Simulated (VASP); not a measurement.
SnS2 (Berndtite-2T):

```
Sn S
1.0
     3.63900    0.00000    0.00000
    -1.81950    3.15147    0.00000
     0.00000    0.00000    5.86800
Sn S
1 2
Direct
  0.00000 0.00000 0.00000
  0.33333 0.66667 0.25000
  0.66667 0.33333 0.75000
```

```yaml
Program: VASP 6.6.1
Task: relaxation of cell and atoms
Functional: PBE
Potentials_or_basis: VASP PAW PBE potentials, release 64 (Sn, S)
Cutoff: 300 eV
k_mesh: 5 × 5 × 3
Occupations: gaussian, width 0.03 eV
Spin: no spin polarisation
```

At the start: pressure 4.1 GPa; volume 22.43 Å³/atom.

Question: Where does the relaxation end?

Answer: Over 13 steps the energy falls by 19.9 meV/atom and the volume is 24.88 Å³/atom (+10.9 %); space group P-3m1 (No. 164, to 0.05 Å).

Step by step:
| step | energy change (eV) | largest force (eV/Å) | pressure (GPa) | volume (Å³) |
| --- | --- | --- | --- | --- |
| 1 | 0.0000 | 0.2166 | 4.06 | 67.30 |
| 2 | -0.0087 | 0.5924 | -2.76 | 72.98 |
| 3 | -0.0366 | 0.2397 | 0.13 | 70.23 |
| 4 | -0.0410 | 0.1705 | 0.10 | 70.61 |
| 5 | -0.0446 | 0.0533 | 0.06 | 71.30 |
| 6 | -0.0489 | 0.0435 | 0.12 | 71.66 |
| 7 | -0.0567 | 0.0151 | 0.37 | 72.74 |
| 8 | -0.0515 | 0.0579 | 1.10 | 74.80 |
| 9 | -0.0578 | 0.0251 | 0.65 | 73.42 |
| 10 | -0.0592 | 0.0756 | -0.15 | 74.60 |
| 11 | -0.0593 | 0.0564 | 0.00 | 74.38 |
| 12 | -0.0597 | 0.0320 | -0.01 | 74.51 |
| 13 | -0.0598 | 0.0077 | -0.03 | 74.63 |

Final structure:
```
Sn S
1.0
     3.70139    0.00000    0.00000
    -1.85070    3.20550    0.00000
     0.00000    0.00000    6.29025
Sn S
1 2
Direct
  0.00000 0.00000 0.00000
  0.33333 0.66667 0.23422
  0.66667 0.33333 0.76578
```

Caveat: the cutoff is under 1.25 times the usual one of these potentials, so pressure, stress and relaxed cells hold a basis-set (Pulay) error; this functional lacks dispersion, which binds the layers, so the pressure and a relaxed spacing across them are unreliable; the volume moved by +11 % from the deposited cell, more than functionals usually miss.
